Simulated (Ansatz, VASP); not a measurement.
# GaAs: VASP beside Ansatz

```
Ga As
1.0
     0.00000    2.96819    2.68551
     2.96819    0.00000    2.68551
     2.96819    2.96819    0.00000
Ga As
1 1
Direct
  0.00000 0.00000 0.00000
  0.75000 0.75000 0.75000
```

Change from the starting cell: strain +0.050 along x and y, -0.050 along z, atoms carried along.

Alike in both runs: task single point; functional r2SCAN; k mesh 8 × 8 × 8; occupations gaussian, width 0.05 eV; no spin polarisation.

```csv
,VASP,Ansatz
version,VASP 6.6.1,Ansatz 0.2.0
potentials or method,"VASP PAW PBE potentials, release 64 (Ga_d, As)","scalar-relativistic, plane waves, PAW"
plane-wave cutoff (eV),520,500
valence electrons in the cell,18,28
```

VASP gave:

* gap on the k mesh at the Fermi level (eV): 0.23
* least direct gap on the mesh (eV): 0.23
* pressure (GPa): -2.7
* largest component of the traceless stress (GPa): 3.64

Q: What did Ansatz give for the same quantities?

A: gap on the k mesh at the Fermi level (eV): 0.25; least direct gap on the mesh (eV): 0.25; pressure (GPa): -2.7; largest component of the traceless stress (GPa): 3.67.

With one functional, cell and mesh, what is left measures potentials, basis and numerics. The two sets of potentials don't hold the same shells in valence.

Caveats: the PAW data sets were made with another functional, which shifts forces and pressure a little (VASP).
